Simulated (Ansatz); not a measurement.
# Ionic part of the dielectric constant of AgCl, mode by mode

These are results of Ansatz, DFT PBE, scalar-relativistic, plane waves, PAW, not measurements. Plane waves to 420 eV; Γ-centred k mesh 10×10×10; fixed occupations. No spin polarisation. Phonons by linear response, acoustic sum rule imposed.

Space group F-43m (No. 216), cubic, a = 6.059 Å. Ag is surrounded by 4 Cl at 2.62 Å; Cl is surrounded by 4 Ag at 2.62 Å.

The structure comes from a generated guess, relaxed at this level; another structure or a mixture of phases may lie lower.

The primitive cell has V = 55.62 Å³ and ε∞,zz = 3.776. Each polar mode adds Δε = (4.92064×10⁷/V)·S/ν² along z, with S its oscillator strength in e²/amu, ν in cm⁻¹ and V in Å³.

Question: From these modes, find each Δε and ε0,zz.
| ν (cm⁻¹) | S_zz (e²/amu) |
| --- | --- |
| 119.28 | 0.06063 |

Answer:
```json
{"ν (cm⁻¹)": "119.28", "Δε": "3.77"}
```

The sum is 3.77, so ε0,zz = 7.55; the run's tensor has 7.55.

Question: Where do the longitudinal modes lie for a wave vector along z?

Answer: At 168.62 cm⁻¹. The Lyddane–Sachs–Teller product Π(ν_LO/ν_TO)² = 2.00 agrees with ε0/ε∞ = 2.00.
